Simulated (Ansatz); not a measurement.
Ga:

```
Ga
1.0
     1.38300   -4.02650    0.00000
     1.38300    4.02650    0.00000
    -0.11745    0.00000    3.32993
Ga
2
Direct
  0.13100 0.86900 0.75000
  0.86900 0.13100 0.25000
```

This isn't the form of Ga at room conditions, which is orthorhombic.

- Program: Ansatz 0.2.0
- Task: relaxation of cell and atoms
- Functional: PBEsol
- Potentials or basis: Ansatz PAW
- Cutoff: 420 eV (not typed: the program's choice for these potentials)
- k mesh: 7 × 7 × 6
- Occupations: fermi-dirac, width 0.05 eV
- Spin: no spin polarisation

At the start: volume 18.54 Å³/atom.

**Question.** How do energy, volume and symmetry change on relaxing?

**Answer.** It ends after 11 steps and the volume is 18.07 Å³/atom (-2.6 %); space group C2/c (No. 15, to 0.05 Å).

Step by step:
```csv
step,energy change (eV),largest force (eV/Å),volume (Å³)
1,0.0000,0.1414,37.09
2,-0.0107,0.0215,35.81
3,-0.0120,0.0022,36.05
4,-0.0140,0.0278,36.06
5,-0.0182,0.0279,36.09
6,-0.0304,0.0757,35.92
7,-0.0338,0.0895,36.61
8,-0.0362,0.0419,35.97
9,-0.0371,0.0102,36.08
10,-0.0372,0.0021,36.14
11,-0.0370,0.0022,36.14
```

Final structure:
```yaml
crystal:
  lattice:
    - [1.30763, -4.04602, -0.03188]
    - [1.30763, 4.04602, -0.03188]
    - [-0.18781, 0.00000, 3.42008]
  atoms:
    - { symbol: Ga, position: [0.13153, 0.86847, 0.75000] }
    - { symbol: Ga, position: [0.86847, 0.13153, 0.25000] }
```

Caveat: the plane-wave basis is chosen anew once the cell has moved, so the energies of steps on either side of that aren't comparable; the PAW data sets come from PBE, with cores solved anew for the run's functional, which leaves a small shift of forces and pressure.
